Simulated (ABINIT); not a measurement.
Wanted: the native input for an ABINIT 10.8.3 (patched build) run.

- Task: single point
- Functional: PBE
- Potentials or basis: JTH PAW PBE v2.0
- Cutoff: 707 eV
- k mesh: 10 × 10 × 6
- Occupations: fermi-dirac, width 0.05 eV
- Spin: collinear spin, ferromagnetic start
- Starting moments: [2.0, 2.0] μB
- Fine-grid cutoff: 1306.15 eV
- Exchange and correlation inside the PAW spheres: full angular mesh (pawxcdev 0, this build's default; the released program takes 1)

Co:

```
Co
1.0
     2.47200    0.00000    0.00000
    -1.23600    2.14081    0.00000
     0.00000    0.00000    4.02114
Co
2
Direct
  0.66667 0.33333 0.75000
  0.33333 0.66667 0.25000
```

The input as run:

run.abi

```
pp_dirpath "./"
pseudos "Co.GGA_PBE-JTH.xml"

acell 3*1.0
rprim
     4.6714027971     0.0000000000     0.0000000000
    -2.3357013986     4.0455534936     0.0000000000
     0.0000000000     0.0000000000     7.5988610189
ntypat 1
znucl 27
natom 2
typat 1 1
xred
     0.6666666667     0.3333333333     0.7500000000
     0.3333333333     0.6666666667     0.2500000000

ecut 26.0
pawecutdg 48.0

kptopt 1
ngkpt 10 10 6
nshiftk 1
shiftk 0.0 0.0 0.0

ixc 11

nband 22
occopt 3
tsmear 0.05 eV

nsppol 2
spinat
     0.0000000000     0.0000000000     2.0000000000
     0.0000000000     0.0000000000     2.0000000000

nstep 100
tolvrs 1.0e-9

iomode 3
prtwf 0
prteig 0
prtebands 0
enunit 2
prtden 1
prtvha 1
prtvclmb 1
prtpot 1
```

Potentials or basis: JTH PAW PBE v2.0.

Command:

```bash
$ abinit run.abi > log 2>&1
```

Results of the run:

```json
{
  "Pressure": "5.8 GPa",
  "Band gap on the k mesh": "none (metal or under the smearing width)",
  "Net moment": "3.30 μB per cell",
  "Site moments": "Co +1.72 μB",
  "Valence electrons inside the program's atomic spheres": "Co 15.57 (radii [1.1161] Å)"
}
```

It took 100 s on 1 thread of Arm Neoverse V1, with other jobs on the host, peak memory 0.18 GiB.
